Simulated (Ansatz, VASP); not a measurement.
# Two plane-wave programs on Rh

```
CELL_PARAMETERS angstrom
2.68468 0.00000 0.00000
-1.34234 2.32500 0.00000
0.00000 0.00000 4.35342
ATOMIC_POSITIONS crystal
Rh 0.66667 0.33333 0.75000
Rh 0.33333 0.66667 0.25000
```

This isn't the form of Rh at room conditions, which is fcc.

Alike in both runs: task single point; functional LDA; k mesh 12 × 12 × 7; no spin polarisation.

|  | VASP | Ansatz |
| --- | --- | --- |
| version | VASP 6.6.1 | Ansatz 0.2.0 |
| potentials or method | VASP PAW LDA potentials, release 64 (Rh_pv) | plane waves, PAW |
| plane-wave cutoff (eV) | 520 | 500 |
| occupations | methfessel-paxton of order 1, width 0.1 eV | cold, width 0.1 eV |
| valence electrons in the cell | 30 | 34 |

|  | VASP | Ansatz | Ansatz less VASP |
| --- | --- | --- | --- |
| pressure (GPa) | -6.3 | -7.1 | -0.82 |
| largest component of the traceless stress (GPa) | 0.28 | 0.13 | -0.146 |

The two sets of potentials don't hold the same shells in valence.
